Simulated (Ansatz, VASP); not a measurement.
# Two plane-wave programs on Bi2S3 (Bismuthinite)

File INCAR:

```
SYSTEM = Bi2S3
PREC = Accurate ; ENCUT = 520
EDIFF = 1E-6 ; ISMEAR = 0
SIGMA = 0.01 ; LREAL = Auto
LASPH = .True. ; NELM = 100
ALGO = Normal ; ISIF = 2
LWAVE = .False. ; LCHARG = .True.
GGA = PE ; LELF = .True.
LVHAR = .True. ; NBANDS = 112
```

KPOINTS

```
regular mesh
0
Gamma
  2 6 2
  0 0 0
```

Contents of POSCAR:

```
Bi2S3
1.0
   11.4291698487      0.0000000000      0.0000000000
    0.0000000000      4.0009784081      0.0000000000
    0.0000000000      0.0000000000     11.0911906368
Bi S
8 12
Direct
    0.4867914487      0.2500000000      0.3255065735
    0.0132085513      0.7500000000      0.8255065735
    0.9867914487      0.2500000000      0.1744934265
    0.5132085513      0.7500000000      0.6744934265
    0.3389887618      0.7500000000      0.0320874491
    0.1610112382      0.2500000000      0.5320874491
    0.8389887618      0.7500000000      0.4679125509
    0.6610112382      0.2500000000      0.9679125509
    0.2849990731      0.2500000000      0.1928346948
    0.2150009269      0.7500000000      0.6928346948
    0.7849990731      0.2500000000      0.3071653052
    0.7150009269      0.7500000000      0.8071653052
    0.5488920023      0.7500000000      0.1297412914
    0.9511079977      0.2500000000      0.6297412914
    0.0488920023      0.7500000000      0.3702587086
    0.4511079977      0.2500000000      0.8702587086
    0.3775773491      0.7500000000      0.4442349761
    0.1224226509      0.2500000000      0.9442349761
    0.8775773491      0.7500000000      0.0557650239
    0.6224226509      0.2500000000      0.5557650239
```

Input for Ansatz:

```yaml
crystal:
  lattice:
    - [11.4291698487, 0.0, 0.0]
    - [0.0, 4.0009784081, 0.0]
    - [0.0, 0.0, 11.0911906368]
  atoms:
    - { symbol: Bi, position: [0.4867914487, 0.25, 0.3255065735] }
    - { symbol: Bi, position: [0.0132085513, 0.75, 0.8255065735] }
    - { symbol: Bi, position: [0.9867914487, 0.25, 0.1744934265] }
    - { symbol: Bi, position: [0.5132085513, 0.75, 0.6744934265] }
    - { symbol: Bi, position: [0.3389887618, 0.75, 0.0320874491] }
    - { symbol: Bi, position: [0.1610112382, 0.25, 0.5320874491] }
    - { symbol: Bi, position: [0.8389887618, 0.75, 0.4679125509] }
    - { symbol: Bi, position: [0.6610112382, 0.25, 0.9679125509] }
    - { symbol: S, position: [0.2849990731, 0.25, 0.1928346948] }
    - { symbol: S, position: [0.2150009269, 0.75, 0.6928346948] }
    - { symbol: S, position: [0.7849990731, 0.25, 0.3071653052] }
    - { symbol: S, position: [0.7150009269, 0.75, 0.8071653052] }
    - { symbol: S, position: [0.5488920023, 0.75, 0.1297412914] }
    - { symbol: S, position: [0.9511079977, 0.25, 0.6297412914] }
    - { symbol: S, position: [0.0488920023, 0.75, 0.3702587086] }
    - { symbol: S, position: [0.4511079977, 0.25, 0.8702587086] }
    - { symbol: S, position: [0.3775773491, 0.75, 0.4442349761] }
    - { symbol: S, position: [0.1224226509, 0.25, 0.9442349761] }
    - { symbol: S, position: [0.8775773491, 0.75, 0.0557650239] }
    - { symbol: S, position: [0.6224226509, 0.25, 0.5557650239] }
basis:
  ecutwfc: 420
  ecutrho_ratio: 4
kpoints:
  mp_grid: { grid: [2, 6, 2] }
hamiltonian:
  xc: pbe
scf:
  occupations: { method: fixed }
output:
  forces: true
  stress: false
  eigenvalues: true
  core_levels:
    shells: { Bi: "4f" }
    counted_from: valence_top
    eps_inf: [10.646, 14.325, 14.235]
```

Alike in both runs: task single point; functional PBE; k mesh 2 × 6 × 2; no spin polarisation.

|  | VASP | Ansatz |
| --- | --- | --- |
| version | VASP 6.6.1 | Ansatz 0.2.0 |
| potentials or method | VASP PAW PBE potentials, release 64 (Bi_d, S) | scalar-relativistic, plane waves, PAW |
| plane-wave cutoff (eV) | 520 | 420 |
| occupations | gaussian, width 0.01 eV | fixed |
| valence electrons in the cell | 192 | 192 |

|  | VASP | Ansatz | Ansatz less VASP |
| --- | --- | --- | --- |
| gap on the k mesh at the Fermi level (eV) | 1.41 | 1.40 | -0.004 |
| least direct gap on the mesh (eV) | 1.51 | 1.51 | -0.002 |
| rms of the force components (eV/Å) | 0.004 | 0.002 | -0.0019 |

Atom by atom the forces differ by 0.004 eV/Å (rms over components).

Caveats: spin-orbit coupling is left out, which as a rule narrows the gap of such compounds by several tenths of an eV. A k mesh can miss the band edges.
